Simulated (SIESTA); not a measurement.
## AlN under changes of volume

One of the cells (9.946 Å³/atom); the others are scaled copies at fixed shape and fractional positions:

```
Al N
1.0
     3.31212    0.00000    0.00000
    -1.65606    2.86838    0.00000
     0.00000    0.00000    4.18756
Al N
2 2
Direct
  0.66667 0.33333 0.25000
  0.33333 0.66667 0.75000
  0.66667 0.33333 0.75000
  0.33333 0.66667 0.25000
```

Measurements of this composition are mostly on another form, of space group No. 186.

```yaml
Program: SIESTA 5.4.2
Functional: LDA
Potentials_or_basis: PseudoDojo 0.4 standard (LDA files)
Basis: DZP (energy shift 0.003 Ry)
Grid_cutoff: 800 Ry
Energy_shift: 0.003 Ry
k_mesh: 9 × 9 × 7
Occupations: fermi-dirac, width 0.05 eV
Spin: no spin polarisation
```

```csv
volume (Å³/atom),energy over the lowest point (meV/atom),pressure (GPa),gap on the mesh (eV)
9.349,?,?,?
9.548,0.00,1.5,3.79
9.747,0.91,-2.9,3.75
9.946,6.98,-6.8,3.59
10.145,17.74,-10.4,3.43
10.344,32.74,-13.7,3.27
10.543,51.61,-16.7,3.11
```

**Question.** What does the run at 9.349 Å³/atom give?

**Answer.** Energy over the lowest point 4.77 meV/atom; pressure 6.3 GPa; gap on the mesh 3.84 eV.

Worked out: A Birch-Murnaghan fit of order 3 (a polynomial in V^(-2/3)) to the other rows has its minimum at 9.61 Å³/atom with B0 = V·E''(V) = 214 GPa and B' = 3.7 at fixed shape and positions, which overstates the stiffness. It gives 4.78 meV/atom at 9.349 Å³/atom, against the run's 4.77, and -dE/dV = 6.3 GPa, against 6.3. A parabola through the other rows of the gap, of slope -2.77 eV per unit of ln V there, extrapolates to 3.88 eV, against the run's 3.84.

Energies are extrapolated to zero smearing.

Caveats: an odd mesh through Γ misses points on the zone boundary, where band edges often lie; the basis of atomic orbitals isn't converged, which shifts pressures, moduli and gaps.
